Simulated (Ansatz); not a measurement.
# Dielectric response of MgTe (10-10) films

How well do thin wurtzite MgTe (10-10) films screen a perpendicular field?

Calculated with Ansatz 0.2.0; plane-wave DFT, LDA, Ansatz PAW.

**1. Set-up**

The cell holds 12 atoms: 6 Mg and 6 Te. Cell: a = 4.540 Å, b = 7.390 Å, c = 27.174 Å, α = 90.0°, β = 90.0°, γ = 90.0°. It derives from MgTe (wurtzite MgTe). Vacuum lies along c.

Coordinates:

```cif
data_structure
_symmetry_space_group_name_H-M 'P 1'
_symmetry_Int_Tables_number 1
_cell_length_a 4.5400
_cell_length_b 7.3900
_cell_length_c 27.1741
_cell_angle_alpha 90.000
_cell_angle_beta 90.000
_cell_angle_gamma 90.000
_cell_volume 911.71
loop_
_atom_site_label
_atom_site_type_symbol
_atom_site_fract_x
_atom_site_fract_y
_atom_site_fract_z
_atom_site_occupancy
Mg1 Mg 0.00000 0.00000 0.33120 1
Te2 Te 0.00000 0.37500 0.33120 1
Mg3 Mg 0.50000 0.50000 0.37943 1
Te4 Te 0.50000 0.87500 0.37943 1
Mg5 Mg 0.50000 0.00000 0.47589 1
Te6 Te 0.50000 0.37500 0.47589 1
Mg7 Mg 0.00000 0.50000 0.52411 1
Te8 Te 0.00000 0.87500 0.52411 1
Mg9 Mg 0.00000 0.00000 0.62057 1
Te10 Te 0.00000 0.37500 0.62057 1
Mg11 Mg 0.50000 0.50000 0.66880 1
Te12 Te 0.50000 0.87500 0.66880 1
```

**2. Relaxing the film, 12 atoms, units 3**

The structure is relaxed first, because levels and dipoles at a surface follow the positions of the outer atoms.

The input, input.yaml:

```yaml
crystal:
  lattice:
    - [4.54, 0.0, 0.0]
    - [0.0, 7.39, 0.0]
    - [0.0, 0.0, 27.1740957774]
  atoms:
    - { symbol: Mg, position: [0.0, 0.0, 0.3311977728] }
    - { symbol: Te, position: [0.0, 0.375, 0.3311977728] }
    - { symbol: Mg, position: [0.5, 0.5, 0.3794269806] }
    - { symbol: Te, position: [0.5, 0.875, 0.3794269806] }
    - { symbol: Mg, position: [0.5, 0.0, 0.4758853961] }
    - { symbol: Te, position: [0.5, 0.375, 0.4758853961] }
    - { symbol: Mg, position: [0.0, 0.5, 0.5241146039] }
    - { symbol: Te, position: [0.0, 0.875, 0.5241146039] }
    - { symbol: Mg, position: [0.0, 0.0, 0.6205730194] }
    - { symbol: Te, position: [0.0, 0.375, 0.6205730194] }
    - { symbol: Mg, position: [0.5, 0.5, 0.6688022272] }
    - { symbol: Te, position: [0.5, 0.875, 0.6688022272] }
kpoints:
  mp_grid: { grid: [6, 4, 1] }
hamiltonian:
  xc: lda
scf:
  occupations: { method: fixed }
  convergence: { dr2_threshold: 1.0e-09 }
efield:
  axis: 3
  dipole_correction: true
  ramp_position: 0.97
  ramp_width: 0.06
relax:
  f_tol: 0.003
  max_steps: 100
output:
  write_potential: true
  write_density: true
  volumetric_format: npy
```

Command:

```console
$ ansatz run input.yaml --threads 4 --pin off --max-ram 12288MiB --backend cpu --events-out ev --progress --plain --runs-dir out
```

Numbers of over 12 decimals in the logs are rounded to 6 here.

Output:

```text
Engine: ansatz 0.2.0, aarch64-unknown-linux-gnu
Pseudopotentials: kind: paw
Pseudopotential: Mg, paw, valence charge 10, recommended cutoff 420 eV (normal), Mg.paw.azcp
Pseudopotential: Te, paw, valence charge 16, recommended cutoff 420 eV (normal), Te.paw.azcp
Functional definition: SPW92
  exchange = slater_x
  correlation = pw_c
Crystal: 12 atoms, lattice volume = 911.707 Å³
Basis set: ecut = 420 eV, 17849 PW (Γ)
Bands: 94, of which v1, the nominal top of the filled ones, is band 78 counted from 1 (77 counted from 0)
Symmetry: 2 space group operations
k-points: 12 of 24 (time reversal used)
Non-local potential: Mg, projectors of the file, l = 0: 3, l = 1: 2, l = 2: 1
Non-local potential: Te, projectors of the file, l = 0: 2, l = 1: 2, l = 2: 2, l = 3: 2
PAW form: soft (Blöchl's): semilocal exchange-correlation on the pseudo side does not see the compensation charge
PAW frozen core: Mg, regenerated for the run's functional, and the local potential with it (the file was generated under x = pbe(κ = 0.804, μ = 0.219515), c = pbe(β = 0.066725))
PAW frozen core: Te, regenerated for the run's functional, and the local potential with it (the file was generated under x = pbe(κ = 0.804, μ = 0.219515), c = pbe(β = 0.066725))
PAW one-centre angular grid: Mg, 110 points (default); XC on 64 Gauss nodes
PAW one-centre angular grid: Te, 590 points (default); XC on 64 Gauss nodes
Initial density: superposition of atomic densities (neutral atoms: chi_scale 0, normalization atom), corrected by the library's trained network
Initial wavefunctions: pseudopotential atomic-orbital guess
Functional: x = slater, c = lda
SCF iter   1: F=—  HF=-52380.550583 eV  |F-HF|=—  |Δ(HF+E_count)|=         —  Δρ=3.36e-3  dr2=4.70e-2  ethr=1.77e-3  p=0.000 e·Å  D=7.85e-15 V/Å  ΔV_dip=-0.00 eV  dr2_dipole=4.34e-12  V_vac-E_F(+/−)=4.95/4.95 eV  ⟨swp⟩=5.8  Hψ=3574  notcnv=0  defer=163
efield: sawtooth ramp at fractional position 0.9700 (set: `efield.ramp_position`, or a place that a band, a saddle search or an elastic batch's reference lends), width 0.0600; the density the first Hamiltonian is built on has a dipole p = 0.000 e·Å; the dipole correction subtracts the counter field D = 7.85e-15 V/Å, which shifts the + side's vacuum level by -0.00 eV against the − side's; the planar-averaged density in the ramp window peaks in size at 3.7e-6 e/Å³
preconditioner: auto → Resta (q_TF=auto, 2.033 Å⁻¹)  ε∞=2.1  [insulator: Δε(μ)=1.503 eV  Ē_g=8.027 eV  n_scr=134 (ndim 8)  ℏωp=8.5 eV  f_vac=0.550  ε∞_Penn≈2.1  vacuum switching on, ρ_ref=4.7e-3 e/Å³]
SCF iter   2: F=—  HF=-52380.527888 eV  |F-HF|=—  |Δ(HF+E_count)|=   2.27e-2  Δρ=1.37e-3  dr2=9.16e-3  ethr=3.01e-5  p=-0.000 e·Å  D=-3.83e-7 V/Å  ΔV_dip=0.00 eV  dr2_dipole=4.16e-10  V_vac-E_F(+/−)=4.96/4.96 eV  ⟨swp⟩=3.0  Hψ=2249  notcnv=0  defer=168
density mixer auto → msr1: gapped (density of states about μ 0.11 of a free-electron gas's, 134 screened modes)
SCF iter   3: F=—  HF=-52380.527603 eV  |F-HF|=—  |Δ(HF+E_count)|=   2.85e-4  Δρ=3.31e-4  dr2=8.21e-4  ethr=5.87e-6  p=-0.000 e·Å  D=-5.16e-6 V/Å  ΔV_dip=0.00 eV  dr2_dipole=3.38e-9  V_vac-E_F(+/−)=4.97/4.97 eV  ⟨swp⟩=2.1  Hψ=1952  notcnv=0  defer=168
SCF iter   4: F=—  HF=-52380.527752 eV  |F-HF|=—  |Δ(HF+E_count)|=   1.49e-4  Δρ=7.51e-5  dr2=2.21e-4  ethr=5.27e-7  p=0.000 e·Å  D=1.15e-5 V/Å  ΔV_dip=-0.00 eV  dr2_dipole=1.58e-8  V_vac-E_F(+/−)=4.96/4.96 eV  ⟨swp⟩=2.2  Hψ=1483  notcnv=0  defer=168
SCF iter   5: F=—  HF=-52380.527723 eV  |F-HF|=—  |Δ(HF+E_count)|=   2.97e-5  Δρ=2.01e-5  dr2=1.71e-5  ethr=1.41e-7  p=-0.000 e·Å  D=-7.09e-6 V/Å  ΔV_dip=0.00 eV  dr2_dipole=5.50e-9  V_vac-E_F(+/−)=4.97/4.97 eV  ⟨swp⟩=2.2  Hψ=1425  notcnv=0  defer=162
SCF iter   6: F=—  HF=-52380.527721 eV  |F-HF|=—  |Δ(HF+E_count)|=   1.88e-6  Δρ=9.20e-6  dr2=8.83e-7  ethr=1.09e-8  p=0.000 e·Å  D=2.53e-6 V/Å  ΔV_dip=-0.00 eV  dr2_dipole=7.00e-10  V_vac-E_F(+/−)=4.97/4.97 eV  ⟨swp⟩=2.0  Hψ=1253  notcnv=0  defer=155
SCF iter   7: F=—  HF=-52380.527738 eV  |F-HF|=—  |Δ(HF+E_count)|=   1.69e-5  Δρ=2.46e-6  dr2=9.97e-8  ethr=5.66e-10  p=-0.000 e·Å  D=-5.01e-6 V/Å  ΔV_dip=0.00 eV  dr2_dipole=2.59e-9  V_vac-E_F(+/−)=4.97/4.97 eV  ⟨swp⟩=2.0  Hψ=1682  notcnv=0  defer=145
SCF iter   8: F=—  HF=-52380.527738 eV  |F-HF|=—  |Δ(HF+E_count)|=   2.59e-8  Δρ=6.07e-7  dr2=1.16e-8  ethr=6.39e-11  p=0.000 e·Å  D=5.07e-6 V/Å  ΔV_dip=-0.00 eV  dr2_dipole=2.79e-9  V_vac-E_F(+/−)=4.97/4.97 eV  ⟨swp⟩=2.1  Hψ=1588  notcnv=0  defer=145
SCF iter   9: F=—  HF=-52380.527738 eV  |F-HF|=—  |Δ(HF+E_count)|=   4.04e-9  Δρ=2.95e-7  dr2=6.19e-9  ethr=7.42e-12  p=-0.000 e·Å  D=-5.47e-6 V/Å  ΔV_dip=0.00 eV  dr2_dipole=3.36e-9  V_vac-E_F(+/−)=4.97/4.97 eV  ⟨swp⟩=3.3  Hψ=1935  notcnv=0  defer=145
SCF iter  10: F=-52380.527738 eV  HF=-52380.527738 eV  |F-HF|=3.20e-10  |Δ(HF+E_count)|=   1.21e-9  Δρ=1.31e-7  dr2=1.80e-10  ethr=1.00e-12  p=0.000 e·Å  D=2.19e-7 V/Å  ΔV_dip=-0.00 eV  dr2_dipole=6.40e-12  V_vac-E_F(+/−)=4.97/4.97 eV  ⟨swp⟩=7.4  Hψ=6388  notcnv=0
SCF 1 converged in 10 iterations: F = -52380.527738 eV  dr2 = 1.80e-10
  greatest PAW one-centre occupation: 1.000 electrons in one spin orbital (limit 2), on the Mg atom at site 0 (counted from 0), in its partial waves of l = 1
relax step   1: F+E_penalty+E_count = -52380.52773760 eV  Δ(F+E_penalty+E_count) = +0.000e0 eV  max|allowed force component| = 8.134e-1 eV/Å  Δτ_max = 0.0000 Å  (10 SCF iters, accepted)
Initial density: handed on by an earlier stage of this run
Initial wavefunctions: those handed on with the density
iter 1 solved again at ethr=5.15e-5 eV; its pass at ethr=3.10e-3 eV (dr2=8.04e-2 eV) is discarded
SCF iter   1: F=—  HF=-52380.933659 eV  |F-HF|=—  |Δ(HF+E_count)|=         —  Δρ=1.95e-3  dr2=8.11e-2  ethr=5.15e-5  p=0.000 e·Å  D=2.19e-7 V/Å  ΔV_dip=-0.00 eV  dr2_dipole=1.09e-11  V_vac-E_F(+/−)=5.09/5.09 eV  ⟨swp⟩=2.3  Hψ=3908  notcnv=0  defer=168
efield: sawtooth ramp at fractional position 0.9700 (set: `efield.ramp_position`, or a place that a band, a saddle search or an elastic batch's reference lends), width 0.0600; the density the first Hamiltonian is built on has a dipole p = 0.000 e·Å; the dipole correction subtracts the counter field D = 2.19e-7 V/Å, which shifts the + side's vacuum level by -0.00 eV against the − side's; the planar-averaged density in the ramp window peaks in size at 8.1e-7 e/Å³
preconditioner: auto → Resta (q_TF=auto, 2.033 Å⁻¹)  ε∞=2.1  [insulator: Δε(μ)=1.984 eV  Ē_g=8.071 eV  n_scr=134 (ndim 8)  ℏωp=8.5 eV  f_vac=0.554  ε∞_Penn≈2.1  vacuum switching on, ρ_ref=4.7e-3 e/Å³]
[...]
relax step   5: F+E_penalty+E_count = -52381.33413538 eV  Δ(F+E_penalty+E_count) = -4.495e-2 eV  max|allowed force component| = 4.781e-2 eV/Å  Δτ_max = 0.1941 Å  (10 SCF iters, accepted)
[...]
relax step   6: F+E_penalty+E_count = -52381.33829537 eV  Δ(F+E_penalty+E_count) = -4.160e-3 eV  max|allowed force component| = 6.833e-2 eV/Å  Δτ_max = 0.0697 Å  (9 SCF iters, accepted)
[...]
relax step   7: F+E_penalty+E_count = -52381.33983130 eV  Δ(F+E_penalty+E_count) = -1.536e-3 eV  max|allowed force component| = 1.026e-2 eV/Å  Δτ_max = 0.0157 Å  (8 SCF iters, accepted)
SCF iter   1: F=—  HF=-52381.339903 eV  |F-HF|=—  |Δ(HF+E_count)|=         —  Δρ=9.32e-5  dr2=1.17e-4  ethr=8.97e-7  p=0.000 e·Å  D=1.69e-7 V/Å  ΔV_dip=-0.00 eV  dr2_dipole=5.76e-13  V_vac-E_F(+/−)=6.03/6.03 eV  ⟨swp⟩=3.9  Hψ=1872  notcnv=0  defer=168
efield: sawtooth ramp at fractional position 0.9700 (set: `efield.ramp_position`, or a place that a band, a saddle search or an elastic batch's reference lends), width 0.0600; the density the first Hamiltonian is built on has a dipole p = 0.000 e·Å; the dipole correction subtracts the counter field D = 1.69e-7 V/Å, which shifts the + side's vacuum level by -0.00 eV against the − side's; the planar-averaged density in the ramp window peaks in size at 1.9e-6 e/Å³
preconditioner: auto → Resta (q_TF=auto, 2.033 Å⁻¹)  ε∞=2.1  [insulator: Δε(μ)=2.425 eV  Ē_g=8.160 eV  n_scr=134 (ndim 8)  ℏωp=8.5 eV  f_vac=0.562  ε∞_Penn≈2.1  vacuum switching on, ρ_ref=4.8e-3 e/Å³]
SCF iter   2: F=—  HF=-52381.339886 eV  |F-HF|=—  |Δ(HF+E_count)|=   1.73e-5  Δρ=4.66e-5  dr2=2.39e-5  ethr=7.52e-8  p=0.000 e·Å  D=6.35e-8 V/Å  ΔV_dip=-0.00 eV  dr2_dipole=4.78e-14  V_vac-E_F(+/−)=6.03/6.03 eV  ⟨swp⟩=2.0  Hψ=1384  notcnv=0  defer=166  κ⁻¹=1.0e0(r=1)
density mixer auto → broyden: gapped, where msr1 would fit the directions that read negative (density of states about μ 0.02 of a free-electron gas's, 134 screened modes)
SCF iter   3: F=—  HF=-52381.339879 eV  |F-HF|=—  |Δ(HF+E_count)|=   7.34e-6  Δρ=1.32e-5  dr2=1.99e-6  ethr=1.53e-8  p=0.000 e·Å  D=1.24e-7 V/Å  ΔV_dip=-0.00 eV  dr2_dipole=2.23e-13  V_vac-E_F(+/−)=6.03/6.03 eV  ⟨swp⟩=2.0  Hψ=1245  notcnv=0  defer=152  κ⁻¹=1.7e-1(r=2)
SCF iter   4: F=—  HF=-52381.339888 eV  |F-HF|=—  |Δ(HF+E_count)|=   9.49e-6  Δρ=5.10e-6  dr2=2.03e-7  ethr=1.28e-9  p=0.000 e·Å  D=5.83e-8 V/Å  ΔV_dip=-0.00 eV  dr2_dipole=6.66e-14  V_vac-E_F(+/−)=6.03/6.03 eV  ⟨swp⟩=2.0  Hψ=1274  notcnv=0  defer=116  κ⁻¹=7.2e-3(r=3)
SCF iter   5: F=—  HF=-52381.339888 eV  |F-HF|=—  |Δ(HF+E_count)|=   8.22e-8  Δρ=1.60e-6  dr2=1.87e-8  ethr=1.30e-10  p=0.000 e·Å  D=1.08e-7 V/Å  ΔV_dip=-0.00 eV  dr2_dipole=7.55e-14  V_vac-E_F(+/−)=6.03/6.03 eV  ⟨swp⟩=2.4  Hψ=1550  notcnv=0  defer=116  κ⁻¹=6.8e-4(r=4)
SCF iter   6: F=-52381.339888 eV  HF=-52381.339888 eV  |F-HF|=3.64e-10  |Δ(HF+E_count)|=   7.93e-9  Δρ=3.46e-7  dr2=8.58e-10  ethr=1.00e-12  p=0.000 e·Å  D=5.31e-8 V/Å  ΔV_dip=-0.00 eV  dr2_dipole=1.33e-13  V_vac-E_F(+/−)=6.03/6.03 eV  ⟨swp⟩=6.7  Hψ=6644  notcnv=0
SCF 8 converged in 6 iterations: F = -52381.339888 eV  dr2 = 8.58e-10
relax step   8: F+E_penalty+E_count = -52381.33988844 eV  Δ(F+E_penalty+E_count) = -5.714e-5 eV  max|allowed force component| = 2.427e-3 eV/Å  Δτ_max = 0.0048 Å  (6 SCF iters, accepted)
NSCF: frozen V_eff on 12 k-points
the band table was solved once a step of the walk had ended and its energy, with any forces and stress, was formed, with the checks that follow a solve (6546 applications of the Hamiltonian). They found nothing against the state; the energy, forces and stress were not computed again (output.eigenvalues in the input reference)
WARN: The output density's exchange-correlation potential varies sharply where the density is thin. Do not read a vacuum level from v_tot or v_xc, or from such a field of the output density. On a cell that repeats whose density bears no net charge and no dipole along the vacuum's axis use v_es (v_loc + v_h of the components); under efield.dipole_correction with no amplitude use v_es + v_field, which holds any externa [...]
SCF converged after 6 iterations
Stability not checked: this state was not tested for a lower state beside it, because the mixer in use, unlike msr1, does not test its closes by its own steps (another_mixer; see scf.mixing.algorithm and scf.lower_state_search)
Free energy (F): -52381.339888 eV
Harris-Foulkes:  -52381.339888 eV  (|F-HF|=3.64e-10)
Internal energy: -52381.339888 eV  (E = F + TS)
E sigma→0 (E₀):  -52381.339888 eV
Fermi energy:    -1.522238 eV
Dipole field:    D = 0.000000 V/Å  (p = 0.000001 e·Å, saw-weighted, corrected)
Work function:   Φ+ = 6.0287 eV   Φ− = 6.0287 eV
Levels:          The Fermi level and band energies are counted from a zero that moves with the ramp; work functions are not
--- Per-component energies (eV) ---
  E_band       = -4907.341089
  E_kinetic    = 1547.922422
  E_local      = -123213.790355  (includes V_loc(G=0)·N_el)
  E_nonlocal   = -1245.886018
  E_hartree    = 60667.056628
  E_xc         = -914.616969
  E_vxc        = -852.371169  (∫ρ·V_xc dr)
  E_paw        = -28693.417794  (= ΣΔE_a)
  E_vpaw       = -2477.330564  (= ΣTr[D̂ρ^β])
  E_aug_tail   = -0.001210  (compensation charges beyond the density's cutoff)
  E_efield     = 0.000000  (sawtooth field / dipole correction)
  E_vefield    = 0.000000  (∫n·V_field dr)
  E_ewald      = 39466.418566
  E_core_change = 4.974843  (= ΣΔE_core)
  E_smearing   = -0.000000  (= −TS)
  E_closure    = -0.000000  (closes the sum)
  Σ components = -52381.339888   (vs F -52381.339888, Δ=0.00e0)
--- Forces (eV/Å), atoms counted from 1 ---
  atom   1  Mg     0.00000000    -0.00158592    -0.00038023
  atom   2  Te     0.00000000     0.00130772    -0.00095645
  atom   3  Mg     0.00000000     0.00099277     0.00101500
  atom   4  Te     0.00000000    -0.00007132    -0.00100722
  atom   5  Mg     0.00000000     0.00164636     0.00242703
  atom   6  Te     0.00000000    -0.00228453    -0.00182831
  atom   7  Mg     0.00000000     0.00164503    -0.00242586
  atom   8  Te     0.00000000    -0.00228584     0.00182766
  atom   9  Mg     0.00000000     0.00099432    -0.00101336
  atom  10  Te     0.00000000    -0.00006901     0.00100673
  atom  11  Mg     0.00000000    -0.00158704     0.00038057
  atom  12  Te     0.00000000     0.00130795     0.00095533
  max |Σ_I F_I| component: 1.05e-5 eV/Å
--- Band table (eV; the first three rows and the last of 12) ---
  k-point 0: bands = [... 74 lower, -1.6894, -1.6575, -1.6054, -1.5222, 0.9023, 1.2878, 1.5773, 1.9192, ... 12 higher]
  k-point 1: bands = [... 74 lower, -1.6726, -1.6691, -1.6552, -1.5897, 1.3458, 1.3768, 1.6154, 1.7198, ... 12 higher]
  k-point 2: bands = [... 74 lower, -1.7028, -1.7028, -1.6771, -1.6771, 1.4050, 1.4050, 1.9107, 1.9107, ... 12 higher]
  k-point 11: bands = [... 74 lower, -2.1183, -2.1183, -1.8514, -1.8514, 1.4672, 1.4672, 1.8762, 1.8762, ... 12 higher]
--- Relaxed structure (8 steps of the walk, 8 accepted, 0 SCFs on fresh bases) ---
  F+E_penalty+E_count = -52381.33988844 eV   max|allowed force component| = 2.427e-3 eV/Å
  atoms:
    - { symbol: Mg, position: [0.0, 0.052334, 0.359225] }
    - { symbol: Te, position: [0.0, 0.388017, 0.325409] }
    - { symbol: Mg, position: [0.5, 0.480081, 0.375889] }
    - { symbol: Te, position: [0.5, 0.863648, 0.382549] }
    - { symbol: Mg, position: [0.5, -0.017634, 0.479579] }
    - { symbol: Te, position: [0.5, 0.358554, 0.473676] }
    - { symbol: Mg, position: [0.0, 0.482366, 0.520421] }
    - { symbol: Te, position: [0.0, 0.858554, 0.526324] }
    - { symbol: Mg, position: [0.0, -0.019919, 0.624111] }
    - { symbol: Te, position: [0.0, 0.363648, 0.617451] }
    - { symbol: Mg, position: [0.5, 0.552334, 0.640775] }
    - { symbol: Te, position: [0.5, 0.888017, 0.674591] }
```

It took 3 min on 4 threads of Arm Neoverse V1, shared host; peak memory 2 GiB; 12 min of CPU time.

Relaxation path:

| step | energy less that of the first step (eV) | largest force component (eV/Å) |
| --- | --- | --- |
| 1 | 0.0000 | 0.8134 |
| 2 | -0.4381 | 0.4911 |
| 3 | -0.6507 | 0.3051 |
| 4 | -0.7615 | 0.1375 |
| 5 | -0.8064 | 0.0478 |
| 6 | -0.8106 | 0.0683 |
| 7 | -0.8121 | 0.0103 |
| 8 | -0.8122 | 0.0024 |

Forces are held to the 2 operations that the run works with; a distortion that breaks them can't arise in this run.

The atoms that moved most (Å):

```
atom     dx      dy      dz  length
 Mg1  0.000   0.387   0.762   0.854
Mg11  0.000   0.387  -0.762   0.854
Te12  0.000   0.096   0.157   0.184
 Te2  0.000   0.096  -0.157   0.184
 Mg3  0.000  -0.147  -0.096   0.176
 Mg9  0.000  -0.147   0.096   0.176
 Mg5  0.000  -0.130   0.100   0.164
 Mg7  0.000  -0.130  -0.100   0.164
```

This step gave:

- gap on the k-mesh: 2.425 eV
- dipole along the normal: 1.43e-6 e·Å
- ionisation energy, upper face: 6.029 eV
- electron affinity, upper face: 3.604 eV

Running mean over 3.932 Å of the planar mean; the ramp of the sawtooth is left out. Electron's electrostatic potential energy less the highest filled level against z:

z (Å), electron's electrostatic potential energy less the highest filled level (eV) and a bar from the least value:
```
      3.5       6.03 ##############################
      4.0       6.03 ##############################
      4.5       6.03 ##############################
      5.0       6.02 ##############################
      5.5       5.98 ##############################
      6.0       5.82 #############################
      6.5       5.45 ###########################
      7.0       5.05 #########################
      7.5       4.26 ######################
      8.0       2.90 ###############
      8.5       1.74 ##########
      9.0       0.97 ######
      9.5       0.51 ####
     10.0       0.35 ###
     10.5       0.17 ##
     11.0      -0.18 #
     11.5      -0.33 
     12.0      -0.11 #
     12.5       0.10 ##
     13.0       0.18 ##
     13.5       0.22 ###
     14.0       0.20 ##
     14.5       0.13 ##
     15.0      -0.01 ##
     15.5      -0.28 
     16.0      -0.28 
     16.5       0.06 ##
     17.0       0.31 ###
     17.5       0.44 ####
     18.0       0.77 #####
     18.5       1.44 ########
     19.0       2.44 #############
     19.5       3.81 ####################
     20.0       4.85 ########################
     20.5       5.32 ###########################
     21.0       5.71 #############################
     21.5       5.95 ##############################
     22.0       6.01 ##############################
     22.5       6.02 ##############################
     23.0       6.03 ##############################
     23.5       6.03 ##############################
     24.0       6.03 ##############################
```

The relaxation took 8 steps and lowered the energy by 0.81 eV; the largest force on the free atoms ends at 0.0024 eV/Å.

The gap is 2.42 eV, with the valence edge 6.03 eV and the conduction edge 3.60 eV under the upper vacuum level.

[end of part 1 of 5]

[Logs are printed without paths, hosts, clocks, repeated set-up lines and the standing remarks that a program may print on its own settings, such as how far it seeks lower states.]

[Hosts, paths, dates, database ids (printed as entryN), source tags and the programs' standing remarks are cut or masked in the printed files.]

[Maps of the electrostatic potential energy from Ansatz leave out the sawtooth potential of an applied field or a dipole correction, so their vacuum need not be flat; planar profiles and work functions include it.]
